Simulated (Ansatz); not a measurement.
**How far is PAW off for Bi$_{2}$Te$_{3}$?**

```
CELL_PARAMETERS angstrom
2.14823 1.24028 9.95815
-2.14823 1.24028 9.95815
0.00000 -2.48057 9.95815
ATOMIC_POSITIONS crystal
Bi 0.40000 0.40000 0.40000
Bi 0.60000 0.60000 0.60000
Te 0.00000 0.00000 0.00000
Te 0.20950 0.20950 0.20950
Te 0.79050 0.79050 0.79050
```

Atoms are numbered in the order listed.

Conventional cell: a = 4.296 Å, b = 4.296 Å, c = 29.874 Å, α = 90.00°, β = 90.00°, γ = 120.00°. Around Bi (atom 1) lie 6 Te at 3.01 to 3.18 Å. Te (atom 3) is surrounded by 6 Bi at 3.18 Å. Te (atom 4) is surrounded by 3 Bi at 3.01 Å.

The cell is COD entry 9011962, as deposited and not checked against the literature; nothing was relaxed. The listed cell was then made from it by scaling, straining or moving an atom.

Spin–orbit coupling is left out, though it moves levels of the heavy atoms by tenths of an eV or more.

Methods: DFT, PBE, PAW with Ansatz's default frozen-core files, scalar-relativistic (Ansatz 0.2.0); DFT, PBE, all-electron PAW with datasets made for the crystal, scalar-relativistic (Ansatz 0.2.0); DFT, PBE, all-electron LAPW, scalar-relativistic (Ansatz 0.2.0).

For PAW: a Γ-centred 7×7×7 k mesh, Fermi–Dirac smearing of 0.08 eV, cutoff 420 eV, no spin polarisation. The crystal-made all-electron datasets (AE datasets) take a cutoff of 240 eV at this cell. LAPW targets a basis error of 1 meV/atom. The Ansatz runs share mesh, smearing and spin set-up. Plane-wave (PAW) pressures include the program's estimate of the Pulay term.

Stress and pressure are positive in compression.

The change that made this cell: volume scaled by 0.94.

Spin–orbit coupling is left out, which moves gradients at and beside heavy atoms by some per cent and at worst by a factor of two.

```
                             quantity     PAW  AE datasets    LAPW
                       pressure (GPa)    5.82         5.84    5.84
               force on Bi1, z (eV/Å)  -0.131       -0.131  -0.131
               force on Te4, z (eV/Å)  -0.375       -0.377  -0.376
                        band gap (eV)   0.251        0.251   0.251
field gradient Vzz at Bi1 (10²¹ V/m²)    2.43         2.41       –
field gradient Vzz at Te3 (10²¹ V/m²)    9.94         9.85       –
field gradient Vzz at Te4 (10²¹ V/m²)    0.72         0.71       –
```

PAW's pressure differs from the LAPW value by -0.02 GPa. Datasets made for the crystal and LAPW share parts of one code, so their agreement isn't an independent check.
